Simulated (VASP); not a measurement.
Set up this calculation in VASP 6.6.1, as the native input.

```yaml
Task: band structure
Functional: PBE
Potentials_or_basis: VASP PAW PBE potentials, release 64 (Fe, S)
Cutoff: 420 eV
k_mesh: 6 × 6 × 6
Occupations: gaussian, width 0.02 eV
Spin: no spin polarisation
Further_INCAR_settings: ALGO = Normal; EDIFF = 1e-06; NBANDS = 52
```

Crystal: FeS2.

```xyz
12
Lattice="5.4178 0.0000 0.0000 0.0000 5.4178 0.0000 0.0000 0.0000 5.4178" Properties=species:S:1:pos:R:3 pbc="T T T"
Fe    0.0000    0.0000    0.0000
Fe    2.7089    0.0000    2.7089
Fe    2.7089    2.7089    0.0000
Fe    0.0000    2.7089    2.7089
S     2.0849    2.0849    2.0849
S     0.6240    3.3329    4.7938
S     4.7938    0.6240    3.3329
S     3.3329    4.7938    0.6240
S     3.3329    3.3329    3.3329
S     4.7938    2.0849    0.6240
S     0.6240    4.7938    2.0849
S     2.0849    0.6240    4.7938
```

The input as run:

POSCAR

```
FeS2
1.0
    5.4178000000      0.0000000000      0.0000000000
    0.0000000000      5.4178000000      0.0000000000
    0.0000000000      0.0000000000      5.4178000000
Fe S
4 8
Direct
    0.0000000000      0.0000000000      0.0000000000
    0.5000000000      0.0000000000      0.5000000000
    0.5000000000      0.5000000000      0.0000000000
    0.0000000000      0.5000000000      0.5000000000
    0.3848200000      0.3848200000      0.3848200000
    0.1151800000      0.6151800000      0.8848200000
    0.8848200000      0.1151800000      0.6151800000
    0.6151800000      0.8848200000      0.1151800000
    0.6151800000      0.6151800000      0.6151800000
    0.8848200000      0.3848200000      0.1151800000
    0.1151800000      0.8848200000      0.3848200000
    0.3848200000      0.1151800000      0.8848200000
```

INCAR.step1

```
SYSTEM = FeS2
PREC = Accurate
ENCUT = 420
EDIFF = 1E-6
ISMEAR = 0
SIGMA = 0.02
LREAL = .False.
LASPH = .True.
NELM = 150
ALGO = Normal
ISIF = 2
LWAVE = .False.
LCHARG = .True.
LMAXMIX = 4
GGA = PE
NBANDS = 52
```

KPOINTS.step1

```
regular mesh
0
Gamma
  6 6 6
  0 0 0
```

INCAR.step2

```
SYSTEM = FeS2
PREC = Accurate
ENCUT = 420
EDIFF = 1E-6
ISMEAR = 0
SIGMA = 0.05
LREAL = .False.
LASPH = .True.
NELM = 150
ALGO = Normal
ISIF = 2
LWAVE = .False.
LCHARG = .False.
LMAXMIX = 4
GGA = PE
NBANDS = 52
ICHARG = 11
```

KPOINTS.step2

```
path GXMGRX,MR
15
line-mode
reciprocal
 0.0000000000  0.0000000000  0.0000000000  G
 0.0000000000  0.5000000000  0.0000000000  X

 0.0000000000  0.5000000000  0.0000000000  X
 0.5000000000  0.5000000000  0.0000000000  M

 0.5000000000  0.5000000000  0.0000000000  M
 0.0000000000  0.0000000000  0.0000000000  G

 0.0000000000  0.0000000000  0.0000000000  G
 0.5000000000  0.5000000000  0.5000000000  R

 0.5000000000  0.5000000000  0.5000000000  R
 0.0000000000  0.5000000000  0.0000000000  X

 0.5000000000  0.5000000000  0.0000000000  M
 0.5000000000  0.5000000000  0.5000000000  R
```

Potentials or basis: VASP PAW PBE potentials, release 64 (Fe, S).

The run is started by

```sh
$ cat potpaw_PBE.64/Fe/POTCAR potpaw_PBE.64/S/POTCAR > POTCAR
$ cp INCAR.step1 INCAR
$ cp KPOINTS.step1 KPOINTS
$ mpirun -np 1 vasp_std > vasp.out
$ cp INCAR.step2 INCAR
$ cp KPOINTS.step2 KPOINTS
$ mpirun -np 1 vasp_std > vasp.out
```

It gave:

* Band gap on the k mesh: 0.62 eV, indirect (least direct gap 0.66 eV)
* Band gap along the path: 0.62 eV, indirect (least direct gap 0.66 eV)

Caveat: the log is that of the step along the path at fixed density, whose energy, stress, charges and moments have no meaning.

It took 2.9 min on 1 thread of Intel(R) Xeon(R) 6975P-C (Granite Rapids), on a shared host, peak memory 0.46 GiB.
